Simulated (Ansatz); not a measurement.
SrTiO$_{3}$ (Pm-3m) under several functionals

**The experiment to reproduce.**

“Glass-like thermal conductivity in SrTiO3 thermoelectrics induced by A-site vacancies”, 2014, arxiv:1411.0410 reports, for a ceramic of SrTiO3 at 300 K: lattice constant a 3.9052 ± 0.0001 Å.

Plane-wave DFT in Ansatz with scalar-relativistic PAW potentials. The same structure was relaxed (cell and atoms, symmetry kept) in separate runs at each level, and needn't be the element's or compound's ground state; U_eff on d shells: Ti 4 eV. No spin polarisation.

```csv
level,cutoff (eV),k mesh,V (Å³/atom),a (Å),gap (eV)
PBEsol,420,8×8×8,11.783,3.891,1.85
r2SCAN+U,500,6×6×6,12.026,3.918,2.78
PBE+U,420,8×8×8,12.299,3.947,2.30
```

Task: Where does PBE (420 eV, k mesh 8×8×8) fall?

Result: V (Å³/atom) 12.199, a (Å) 3.936, gap (eV) 1.84. Its volume is between those of r2SCAN+U and PBE+U. The usual order of volumes, PBEsol < PBE, holds here (11.783, 12.199 Å³/atom). As a rule PBEsol, built on the gradient expansion of slowly varying densities, lies between LDA and PBE; PBE's stronger gradient term for exchange weakens bonds. The Hubbard U changes PBE's volume by 0.8 %; as a rule localising d electrons weakens their share of the bonding and swells the cell. Each gap belongs to its own cell, so it mixes the functional's effect with that of the volume; gaps are the least found on the k mesh or on a band path.

For PBE: Measured lattice constant a of SrTiO3: 3.9052 Å (300 K; ceramic; “Glass-like thermal conductivity in SrTiO3 thermoelectrics induced by A-site vacancies”, 2014, arxiv:1411.0410). This calculation gives 3.936 Å (+0.8 %). 2 values of this kind are on record (3.9036 to 3.9052 Å); this one was drawn at random, those with a stated uncertainty first. The calculations are for 0 K without zero-point motion.

Symmetry holds off the tilts and polar distortions that many cubic perovskites undergo.